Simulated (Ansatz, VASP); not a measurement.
**One calculation of C, two programs**

```
CELL_PARAMETERS angstrom
0.00000 1.77693 1.77693
1.77693 0.00000 1.77693
1.77693 1.77693 0.00000
ATOMIC_POSITIONS crystal
C 0.00000 0.00000 0.00000
C 0.25000 0.25000 0.25000
```

Alike in both runs: task relaxation of cell and atoms; functional PBEsol; k mesh 12 × 12 × 12; occupations gaussian, width 0.02 eV; no spin polarisation.

|  | VASP | Ansatz |
| --- | --- | --- |
| version | VASP 6.6.1 | Ansatz 0.2.0 |
| potentials or method | VASP PAW PBE potentials, release 64 (C) | scalar-relativistic, plane waves, PAW |
| plane-wave cutoff (eV) | 600 | 420 |
| valence electrons in the cell | 8 | 8 |

```csv
,VASP,Ansatz,Ansatz less VASP
"gap on the k mesh at the Fermi level, each at its own relaxed structure (eV)",4.06,4.07,+0.007
relaxed volume (Å³/atom),5.62,5.61,-0.005
relaxed cell length with the largest relative difference (Å),2.514,2.513,-0.0008
```

Caveats: the PAW data sets were made with another functional, which shifts forces and pressure a little (VASP).
